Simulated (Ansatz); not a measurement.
# 1T-SnSTe monolayer in a perpendicular field, part 2 of 4

Aim: how the 1T-SnSTe monolayer screens a field along its normal, and what the field does to its bands. A positive field points along +c.

Ansatz 0.2.0; plane-wave DFT, RPBE-D3(BJ), Ansatz PAW (the session's first sound run).

So far. Step 2 (Relaxing the slab): The lattice constant a goes from 3.742 to 3.581 Å.

### Step 3. Atoms held, field 0

A sawtooth potential applies the field, turning back in the middle of the vacuum. With the dipole correction the typed value is the field outside the slab. The induced dipole is small, so the SCF threshold is tight.

The cell differs from the one that the last finished run ended in (c 28.661 → 21.381 Å).

File input.yaml:

```yaml
crystal:
  lattice:
    - [3.5813739929, 0.0, 0.0]
    - [-1.7906869964, 3.1015608583, 0.0]
    - [0.0, 0.0, 21.3807671281]
  atoms:
    - { symbol: Te, position: [0.6666666667, 0.3333333333, 0.4209390592] }
    - { symbol: Sn, position: [0.0, 0.0, 0.5106481334] }
    - { symbol: S, position: [0.3333333333, 0.6666666667, 0.5790609408] }
kpoints:
  mp_grid: { grid: [12, 12, 1] }
  band_path:
    path: [[0, 0, 0], [0.5, 0, 0], [0.33333333, 0.33333333, 0], [0, 0, 0]]
    npoints: 16
hamiltonian:
  xc: rpbe
  dispersion: d3bj
scf:
  occupations: { method: fermi_dirac, width: 0.05 }
  convergence: { dr2_threshold: 1.0e-10 }
efield:
  axis: 3
  dipole_correction: true
  ramp_position: 0.97
  ramp_width: 0.06
  amplitude: 0
output:
  dos: { projected: true, e_range: [-6, 5] }
  bader: true
  write_potential: true
  write_density: true
  volumetric_format: npy
  elf: true
```

On the command line:

```
> ansatz run input.yaml --threads 2 --pin off --max-ram 3072MiB --backend cpu --events-out ev --progress --plain --runs-dir out
```

Numbers of over 12 decimals in the logs are rounded to 6 here.

What it wrote:

```text
[...]
Crystal: 3 atoms, lattice volume = 237.494 Å³
Basis set: ecut = 420 eV, 4553 PW (Γ)
Bands: 22, of which v1, the nominal top of the filled ones, is band 18 counted from 1 (17 counted from 0)
Symmetry: 6 space group operations
[...]
k-points: 19 of 144 (time reversal used)
[...]
SCF iter   1: F=—  HF=-13932.304107 eV  |F-HF|=—  |Δ(HF+E_count)|=         —  Δρ=2.79e-3  dr2=1.37e-1  ethr=1.77e-3  p=-0.088 e·Å  D=-6.74e-2 V/Å  ΔV_dip=1.44 eV  dr2_dipole=4.16e-2  V_vac-E_F(+/−)=5.10/3.66 eV  ⟨swp⟩=10.4  Hψ=2744  notcnv=0
efield: sawtooth ramp at fractional position 0.9700 (set: `efield.ramp_position`, or a place that a band, a saddle search or an elastic batch's reference lends), width 0.0600; the density the first Hamiltonian is built on has a dipole p = -0.088 e·Å; the dipole correction subtracts the counter field D = -6.74e-2 V/Å, which shifts the + side's vacuum level by +1.44 eV against the − side's; the planar-averaged density in the ramp window peaks in size at 1.1e-5 e/Å³
[...]
SCF iter   2: F=—  HF=-13932.294950 eV  |F-HF|=—  |Δ(HF+E_count)|=   9.16e-3  Δρ=1.39e-3  dr2=7.36e-3  ethr=3.81e-4  p=-0.048 e·Å  D=-3.69e-2 V/Å  ΔV_dip=0.79 eV  dr2_dipole=2.93e-4  V_vac-E_F(+/−)=4.85/4.06 eV  ⟨swp⟩=3.8  Hψ=956  notcnv=0
[...]
SCF iter  10: F=-13932.292583 eV  HF=-13932.292583 eV  |F-HF|=5.09e-11  |Δ(HF+E_count)|=  3.64e-11  Δρ=7.84e-8  dr2=1.14e-11  ethr=1.00e-12  p=-0.052 e·Å  D=-3.92e-2 V/Å  ΔV_dip=0.84 eV  dr2_dipole=5.14e-13  V_vac-E_F(+/−)=4.84/4.00 eV  ⟨swp⟩=3.0  Hψ=935  notcnv=0
SCF 1 converged in 10 iterations: F = -13932.292583 eV  dr2 = 1.14e-11
[...]
NSCF: frozen V_eff on 49 k-points
efield: sawtooth ramp at fractional position 0.9700 (kept from the solve that this one continues, or follows in the run), width 0.0600; the density the first Hamiltonian is built on has a dipole p = -0.052 e·Å; the dipole correction subtracts the counter field D = -3.92e-2 V/Å, which shifts the + side's vacuum level by +0.84 eV against the − side's; the planar-averaged density in the ramp window peaks in size at 2.5e-6 e/Å³
WARN: The output density's exchange-correlation potential varies sharply where the density is thin. Do not read a vacuum level from v_tot or v_xc, or from such a field of the output density. On a cell that repeats whose density bears no net charge and no dipole along the vacuum's axis use v_es (v_loc + v_h of the components); under efield.dipole_correction with no amplitude use v_es + v_field, which holds any externa [...]
SCF converged after 10 iterations
Free energy (F): -13932.292583 eV
[...]
Internal energy: -13932.282505 eV  (E = F + TS)
E sigma→0 (E₀):  -13932.287544 eV
Entropy (-TS):   -0.010078 eV (-3.359 meV/atom)
Fermi energy:    0.150078 eV
Dipole field:    D = -0.039240 V/Å  (p = -0.051501 e·Å, saw-weighted, corrected)
Work function:   Φ+ = 4.8430 eV   Φ− = 4.0040 eV
Levels:          The Fermi level and band energies are counted from a zero that moves with the ramp; work functions are not
[...]
--- Band table (eV; the first three rows and the last of 19) ---
  k-point 0: bands = [... 14 lower, -1.8738, -1.8738, 0.7819, 0.7819, 1.1731, 3.3106, 4.1671, 4.2592]
  k-point 1: bands = [... 14 lower, -2.3897, -1.9964, -0.0362, 0.6217, 1.4973, 3.4770, 3.9223, 4.4377]
  k-point 2: bands = [... 14 lower, -2.8373, -2.3068, -1.4564, 0.2578, 1.7282, 3.1434, 4.2090, 4.7151]
  k-point 18: bands = [... 14 lower, -4.9501, -4.9140, -2.6393, -1.9734, 0.3670, 3.3167, 3.9309, 5.2307]
--- Bader charges: 3 sites ---
  site symbol  charge [e]  shift [e]
     0     Te     -0.4046     0.0005
     1     Sn      1.2044     0.0008
     2      S     -0.7998     0.0003
  estimated error of the sums over rays = 4.7e-4 e
```

The job ended after 42 s (2 threads of Arm Neoverse N1, shared host; peak memory 0.47 GiB; 72 s of CPU time).

Numbers from this step:

- energy at zero smearing: -13932.2875 eV
- work function, upper face: 4.843 eV
- work function, lower face: 4.004 eV
- dipole along the normal: -0.05150 e·Å
- step between the vacuum levels: 0.8390 eV

Running mean over a fixed 2.5 Å (it still follows the layers) of the planar mean; the ramp of the sawtooth is left out. Table of electron's electrostatic potential energy less the Fermi level by z:

```tsv
z (Å)	electron's electrostatic potential energy less the Fermi level (eV)
3.0	4.00
3.5	4.00
4.0	4.00
4.5	4.00
5.0	4.00
5.5	3.99
6.0	3.94
6.5	3.73
7.0	2.90
7.5	1.55
8.0	0.632
8.5	-0.928
9.0	-2.49
9.5	-3.42
10.0	-3.50
10.5	-4.57
11.0	-5.19
11.5	-5.38
12.0	-4.64
12.5	-3.29
13.0	-1.20
13.5	1.15
14.0	3.28
14.5	4.48
15.0	4.77
15.5	4.83
16.0	4.84
16.5	4.84
17.0	4.84
17.5	4.84
18.0	4.84
```

The density of states has structure finer than the step of the table below, so its rows give means over 0.25 eV, whole bins alone (the curve runs from -6 to 1.99 eV). Peaks (eV: height): -4.130: 5.19, -3.160: 4.11, -2.800: 4.96, -2.360: 13.3, -2.110: 7.41, 0.310: 3.33, 1.610: 3.14.

Table of density of states by energy, zero at the Fermi level; means over each step:

energy (eV), density of states (states/eV a cell) and a bar:
```
    -5.75        1.7 ############
    -5.50        1.1 ########
    -5.25        0.7 ####
    -5.00        1.1 ########
    -4.75        1.3 ##########
    -4.50        1.7 ############
    -4.25        2.4 #################
    -4.00        2.5 ##################
    -3.75        1.8 #############
    -3.50        2.0 ##############
    -3.25        2.1 ###############
    -3.00        1.9 ##############
    -2.75        2.3 #################
    -2.50        4.0 ##############################
    -2.25        2.5 ##################
    -2.00        2.1 ###############
    -1.75        1.1 ########
    -1.50        1.0 #######
    -1.25        1.1 #######
    -1.00        1.1 ########
    -0.75        0.8 ######
    -0.50        0.7 ####
    -0.25        1.0 #######
     0.00        1.1 ########
     0.25        2.0 ###############
     0.50        1.5 ##########
     0.75        0.8 #####
     1.00        0.8 #####
     1.25        0.9 ######
     1.50        1.4 ##########
     1.75        0.1
```

Projected DOS per atom over height of the atomic layer and energy from the Fermi level. Layers: Te Sn S from below.

Ten even steps from '0' (0.01 states/eV) to '9' (1.55 states/eV), each cell a mean:
```
000
232
121
121
532
311
310
300
401
401
402
706
919
417
327
226
537
325
224
222
222
322
```
Columns: height of the atomic layer (Å) from 9 to 12.4 (not evenly spaced); rows upwards: energy from the Fermi level (eV) from -5.96 to 1.96.

The electronic bands at the labelled points (eV, zero at the Fermi level):

```tsv
point	band 15	band 16	band 17	band 18	band 19	band 20	band 21	band 22
Γ	-2.02	-2.02	0.63	0.63	1.02	3.16	4.02	4.11
halfway	-3.20	-2.84	-2.53	-0.29	1.05	2.98	4.35	4.53
M	-4.06	-3.48	-2.39	-0.90	-0.46	3.10	3.27	3.81
halfway	-4.63	-4.08	-2.43	-2.14	0.25	3.41	3.73	4.33
K	-5.10	-5.06	-2.79	-2.12	0.22	3.17	3.78	5.08
halfway	-4.19	-2.96	-2.41	-1.39	1.49	3.39	3.78	4.91
Γ	-2.02	-2.02	0.63	0.63	1.02	3.16	4.02	4.11
```

The electronic bands as a text plot (rows in eV, shown from -8.0 to 3.8 only):

```
    3.6 |   *         ****** * *************       ****     ***
    3.1 |*** *******************     ***************   *****   **
    2.6 |
    2.1 |
    1.6 |   *****                                   *********
    1.1 |***     ***                            ****         ****
    0.6 |****       **                       ***             ****
    0.1 |  * ****     ***       *************             *****
   -0.4 |   *    *****   *******                         *  *
   -0.9 |    **       *********                       *** **
   -1.4 |      *               **                   **   *
   -1.9 |***    *                **         ********   **      **
   -2.3 | **********************************       ****   ******
   -2.8 |   *********                ************** *********
   -3.3 |*******   ************                  ***   ** *******
   -3.8 |       *    ***     ******            **     ****
   -4.3 |        **     *****  ********     ***    ****
   -4.8 |          **              *** ** ** *********
   -5.3 |            ***              *******   ***
   -5.8 |               **         ****     ****
   -6.3 |                 *********
   -6.8 |
   -7.3 |*************                             **************
   -7.8 |             ***                      ****
         Γ                   M           K                      Γ
```

ELF in the ca plane at fractional y = 0.000, with atoms of Sn within 0.2 Å of it. It is the smooth field of the valence electrons, not physical close to the nuclei.

Ten even steps from '0' (0.00) to '9' (0.78), each cell a mean:
```
00000000000000000001133200132100000000000000
00000000000000001334444332333321000000000000
00000000000000125777776433357776410000000000
00000000000000247887777422479998741000000000
00000000000000257987676422379999741000000000
00000000000000136887776432368987531000000000
00000000000000013566665433335553200000000000
00000000000000000122233311232210000000000000
00000000000000000000123200032100000000000000
```
Columns run along c (16.0 Å, from fractional 0.09 to 0.84 of the cell), rows up along a (3.6 Å). Atoms in or near the plane, at fractional coordinates: Sn at (0.51, 0.00).

Electrostatic potential energy in the ca plane at fractional y = 0.000, with atoms of Sn within 0.2 Å of it. With pseudopotentials it is smooth inside the atoms' cores, unlike the true potential.

Values in eV, 5 rows by 16 columns, each cell a mean:
```
  4   4   4   4   4   4   3   0  -9  -6  -4   4   5   5   5   5
  4   4   4   4   4   4   0  -4  -4  -7  -1   3   5   5   5   5
  4   4   4   4   4   4  -2 -10  -1   0  -2   2   5   5   5   5
  4   4   4   4   4   4   1  -2  -7 -10  -1   3   5   5   5   5
  4   4   4   4   4   4   3   1  -8  -2  -5   4   5   5   5   5
```
Columns run along c (16.0 Å, from fractional 0.09 to 0.84 of the cell; values clipped at the 3rd and 97th percentile), rows up along a (3.6 Å). Atoms in or near the plane, at fractional coordinates: Sn at (0.51, 0.00).

Valence density in the ca plane at fractional y = 0.000, with atoms of Sn within 0.2 Å of it. It is the smooth field of the valence electrons, not physical close to the nuclei.

Ten steps, logarithmic in the rise over the least value, from '0' (0 e/Å³) to '9' (14 e/Å³), each cell a mean:
```
00000000000000111258984210000000000000000000
00000000000001112235653211000000000000000000
00000000000011222222222221100000000000000000
00000000000012332211112222100000000000000000
00000000000012332211112222100000000000000000
00000000000012222221222222100000000000000000
00000000000011122223432211000000000000000000
00000000000000111247764210000000000000000000
00000000000000011369985210000000000000000000
```
Columns run along c (16.0 Å, from fractional 0.17 to 0.92 of the cell), rows up along a (3.6 Å). Atoms in or near the plane, at fractional coordinates: Sn at (0.51, 0.00).

The work function of the upper face is 4.84 eV.

### Step 4. Single point, field 0.05 V/Å

input.yaml: that of step 3 with these lines changed.

```diff
@@ -25,6 +25,4 @@
   ramp_width: 0.06
-  amplitude: 0
+  amplitude: 0.05
 output:
-  dos: { projected: true, e_range: [-6, 5] }
-  bader: true
   write_potential: true
@@ -32,2 +30 @@
   volumetric_format: npy
-  elf: true
```

What it wrote:

```text
[...]
Crystal: 3 atoms, lattice volume = 237.494 Å³
Basis set: ecut = 420 eV, 4553 PW (Γ)
Bands: 22, of which v1, the nominal top of the filled ones, is band 18 counted from 1 (17 counted from 0)
Symmetry: 6 space group operations
[...]
k-points: 19 of 144 (time reversal used)
[...]
--- Band table (eV; the first three rows and the last of 19) ---
  k-point 0: bands = [... 14 lower, -1.8778, -1.8778, 0.7722, 0.7722, 1.1638, 3.2453, 4.0765, 4.2523]
  k-point 1: bands = [... 14 lower, -2.3935, -2.0005, -0.0459, 0.6122, 1.4870, 3.4079, 3.8984, 4.3808]
  k-point 2: bands = [... 14 lower, -2.8432, -2.3111, -1.4657, 0.2485, 1.7184, 3.1174, 4.1196, 4.7404]
  k-point 18: bands = [... 14 lower, -4.9569, -4.9211, -2.6443, -1.9835, 0.3587, 3.3073, 3.9226, 5.2201]
[key lines of the parts left out:]
SCF converged after 11 iterations
Free energy (F): -13932.290444 eV
Fermi energy:    0.141778 eV
Dipole field:    D = -0.025961 V/Å  (p = -0.034073 e·Å, saw-weighted, corrected)
```

The job ended after 25 s (2 threads; peak memory 0.45 GiB).

The dipole is -0.0341 e·Å, 0.0174 e·Å from its value without field.

### Step 5. Single point, field -0.05 V/Å

input.yaml: that of step 4 with these lines changed.

```diff
@@ -25,3 +25,3 @@
   ramp_width: 0.06
-  amplitude: 0.05
+  amplitude: -0.05
 output:
```

What it wrote:

```text
[...]
Crystal: 3 atoms, lattice volume = 237.494 Å³
Basis set: ecut = 420 eV, 4553 PW (Γ)
Bands: 22, of which v1, the nominal top of the filled ones, is band 18 counted from 1 (17 counted from 0)
Symmetry: 6 space group operations
[...]
k-points: 19 of 144 (time reversal used)
[...]
--- Band table (eV; the first three rows and the last of 19) ---
  k-point 0: bands = [... 14 lower, -1.8701, -1.8701, 0.7913, 0.7913, 1.1817, 3.3671, 4.2358, 4.2658]
  k-point 1: bands = [... 14 lower, -2.3862, -1.9926, -0.0267, 0.6311, 1.5069, 3.5349, 3.9449, 4.4226]
  k-point 2: bands = [... 14 lower, -2.8315, -2.3028, -1.4474, 0.2669, 1.7375, 3.1658, 4.2876, 4.6593]
  k-point 18: bands = [... 14 lower, -4.9437, -4.9072, -2.6346, -1.9634, 0.3751, 3.3258, 3.9388, 5.2410]
[key lines of the parts left out:]
SCF converged after 11 iterations
Free energy (F): -13932.295594 eV
Fermi energy:    0.158145 eV
Dipole field:    D = -0.052514 V/Å  (p = -0.068924 e·Å, saw-weighted, corrected)
```

Elapsed: 26 s, on 2 threads; peak memory 0.45 GiB; 43 s of CPU time.

The dipole is -0.0689 e·Å, -0.0174 e·Å from its value without field.

### Step 6. Single point, field 0.1 V/Å

input.yaml: that of step 5 with these lines changed.

```diff
@@ -25,3 +25,3 @@
   ramp_width: 0.06
-  amplitude: -0.05
+  amplitude: 0.1
 output:
```

What it wrote:

```text
[...]
Crystal: 3 atoms, lattice volume = 237.494 Å³
Basis set: ecut = 420 eV, 4553 PW (Γ)
Bands: 22, of which v1, the nominal top of the filled ones, is band 18 counted from 1 (17 counted from 0)
Symmetry: 6 space group operations
[...]
k-points: 19 of 144 (time reversal used)
[...]
--- Band table (eV; the first three rows and the last of 19) ---
  k-point 0: bands = [... 14 lower, -1.8820, -1.8820, 0.7623, 0.7623, 1.1540, 3.1692, 3.9727, 4.2452]
  k-point 1: bands = [... 14 lower, -2.3974, -2.0048, -0.0559, 0.6024, 1.4759, 3.3264, 3.8720, 4.2835]
  k-point 2: bands = [... 14 lower, -2.8494, -2.3156, -1.4752, 0.2390, 1.7082, 3.0872, 4.0183, 4.7087]
  k-point 18: bands = [... 14 lower, -4.9638, -4.9285, -2.6495, -1.9938, 0.3502, 3.2976, 3.9141, 5.2091]
[key lines of the parts left out:]
SCF converged after 11 iterations
Free energy (F): -13932.289176 eV
Fermi energy:    0.133245 eV
Dipole field:    D = -0.012675 V/Å  (p = -0.016636 e·Å, saw-weighted, corrected)
```

It took 25 s on 2 threads; peak memory 0.45 GiB.

The dipole is -0.0166 e·Å, 0.0349 e·Å from its value without field.

### Step 7. Atoms held, field 0.2 V/Å

input.yaml: that of step 6 with these lines changed.

```diff
@@ -25,3 +25,3 @@
   ramp_width: 0.06
-  amplitude: 0.1
+  amplitude: 0.2
 output:
```

What it wrote:

```text
[...]
Crystal: 3 atoms, lattice volume = 237.494 Å³
Basis set: ecut = 420 eV, 4553 PW (Γ)
Bands: 22, of which v1, the nominal top of the filled ones, is band 18 counted from 1 (17 counted from 0)
Symmetry: 6 space group operations
[...]
k-points: 19 of 144 (time reversal used)
[...]
--- Band table (eV; the first three rows and the last of 19) ---
  k-point 0: bands = [... 14 lower, -1.8911, -1.8911, 0.7419, 0.7419, 1.1321, 2.9758, 3.7351, 4.2304]
  k-point 1: bands = [... 14 lower, -2.4061, -2.0141, -0.0765, 0.5822, 1.4514, 3.1192, 3.7939, 4.0599]
  k-point 2: bands = [... 14 lower, -2.8624, -2.3253, -1.4948, 0.2192, 1.6859, 3.0085, 3.7778, 4.5074]
  k-point 18: bands = [... 14 lower, -4.9785, -4.9438, -2.6606, -2.0152, 0.3323, 3.2774, 3.8960, 5.1859]
[key lines of the parts left out:]
SCF converged after 11 iterations
Free energy (F): -13932.289257 eV
Fermi energy:    0.115469 eV
Dipole field:    D = 0.013919 V/Å  (p = 0.018269 e·Å, saw-weighted, corrected)
```

It took 25 s on 2 threads; peak memory 0.45 GiB.

The dipole is 0.0183 e·Å, 0.0698 e·Å from its value without field.

### Step 8. Atoms held, field 0.3 V/Å

input.yaml: that of step 7 with these lines changed.

```diff
@@ -25,4 +25,6 @@
   ramp_width: 0.06
-  amplitude: 0.2
+  amplitude: 0.3
 output:
+  dos: { projected: true, e_range: [-6, 5] }
+  bader: true
   write_potential: true
@@ -30 +32,2 @@
   volumetric_format: npy
+  elf: true
```

What it wrote:

```text
[...]
Crystal: 3 atoms, lattice volume = 237.494 Å³
Basis set: ecut = 420 eV, 4553 PW (Γ)
Bands: 22, of which v1, the nominal top of the filled ones, is band 18 counted from 1 (17 counted from 0)
Symmetry: 6 space group operations
[...]
k-points: 19 of 144 (time reversal used)
[...]
k-point 2: bands = [... 14 lower, -2.8763, -2.3361, -1.5155, 0.1984, 1.6608, 2.8868, 3.4998, 4.2790]
  k-point 18: bands = [... 14 lower, -4.9942, -4.9601, -2.6726, -2.0375, 0.3135, 3.2560, 3.8766, 5.1608]
--- Bader charges: 3 sites ---
  site symbol  charge [e]  shift [e]
     0     Te     -0.4228     0.0005
     1     Sn      1.2065     0.0008
     2      S     -0.7838     0.0003
  estimated error of the sums over rays = 5.0e-4 e
[key lines of the parts left out:]
SCF converged after 11 iterations
Free energy (F): -13932.292831 eV
Fermi energy:    0.096711 eV
Dipole field:    D = 0.040553 V/Å  (p = 0.053225 e·Å, saw-weighted, corrected)
```

It took 41 s on 2 threads; peak memory 0.46 GiB.

The dipole is 0.0532 e·Å, 0.105 e·Å from its value without field.

(Part 2 of 4 ends here.)

[Logs are printed without paths, hosts, clocks, repeated set-up lines and the standing remarks that a program may print on its own settings, such as how far it seeks lower states.]

[Hosts, paths, dates, database ids (printed as entryN), source tags and the programs' standing remarks are cut or masked in the printed files.]

[Maps of the electrostatic potential energy from Ansatz leave out the sawtooth potential of an applied field or a dipole correction, so their vacuum need not be flat; planar profiles and work functions include it.]

[The density of states shown here was stored with 400 of the rows of the run's finer table, so its peaks can read low, often by over a quarter, or be missed, and its means over a window can be off by a tenth or more.]
